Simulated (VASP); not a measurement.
Input of a VASP 6.6.1 run:

INCAR

```
SYSTEM = BeSe
ALGO = Fast
EDIFF = 1E-6
ENCUT = 520
GGA = PE
ISIF = 2
ISMEAR = 0
LASPH = .TRUE.
LCHARG = .TRUE.
LELF = .TRUE.
LREAL = .FALSE.
LVHAR = .TRUE.
LWAVE = .FALSE.
NBANDS = 11
NELM = 100
PREC = Accurate
SIGMA = 0.05
```

KPOINTS

```
k-points
0
G
  8 8 8
  0 0 0
```

POSCAR

```
BeSe
1.0
    0.0000000000      2.5350000000      2.5350000000
    2.5350000000      0.0000000000      2.5350000000
    2.5350000000      2.5350000000      0.0000000000
Be Se
1 1
Direct
    0.0000000000      0.0000000000      0.0000000000
    0.7500000000      0.7500000000      0.7500000000
```

Potentials or basis: VASP PAW PBE potentials, release 64 (Be, Se).

Launch:

```bash
$ cat potpaw_PBE.64/Be/POTCAR potpaw_PBE.64/Se/POTCAR > POTCAR
$ mpirun -np 1 vasp_std > vasp.out
```

(1) What does it give for the pressure?

(2) Estimate the band gap on the k mesh.

## Answers

(1) 5.6 GPa.

(2) 2.52 eV, indirect (least direct gap 4.69 eV).
